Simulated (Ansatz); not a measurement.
F (Cmce) from a database structure was relaxed with 3 functionals in the plane-wave code Ansatz, cell and atoms free, the symmetry of the start kept (meshes: PBE-D3(BJ) 6×6×4, r2SCAN+rVV10 8×8×4, PBE-D4 8×8×4). Spin-unpolarised throughout; all numbers are computed.

The PBE-D4 result:
```cif
data_structure
_symmetry_space_group_name_H-M 'Cmce'
_symmetry_Int_Tables_number 64
_cell_length_a 5.6600
_cell_length_b 3.6266
_cell_length_c 6.7036
_cell_angle_alpha 90.000
_cell_angle_beta 90.000
_cell_angle_gamma 90.000
_cell_volume 137.60
loop_
_atom_site_label
_atom_site_type_symbol
_atom_site_symmetry_multiplicity
_atom_site_Wyckoff_symbol
_atom_site_fract_x
_atom_site_fract_y
_atom_site_fract_z
_atom_site_occupancy
F1 F 8 f 0.50000 0.58984 0.09390 1
```

The symmetry is Cmce (No. 64, orthorhombic); a = 5.660 Å, b = 3.627 Å, c = 6.704 Å in the conventional setting, 17.20 Å³ an atom. F is surrounded by 1 F at 1.42 Å.

Q: Order the functionals by the relaxed volume, smallest first.
A. PBE-D3(BJ)
B. r2SCAN+rVV10
C. PBE-D4

A: B (13.03 Å³/atom), C (17.20 Å³/atom), A (17.51 Å³/atom).

Q: What lattice does PBE-D3(BJ) give?

A: a = 5.721 Å, b = 3.646 Å, c = 6.715 Å; the volume differs by +1.8 % from PBE-D4's. F has 1 F at 1.42 Å.

Q: What lattice does r2SCAN+rVV10 give?

A: a = 4.946 Å, b = 3.221 Å, c = 6.545 Å; the volume differs by -24.2 % from PBE-D4's. F has 1 F at 1.40 Å.
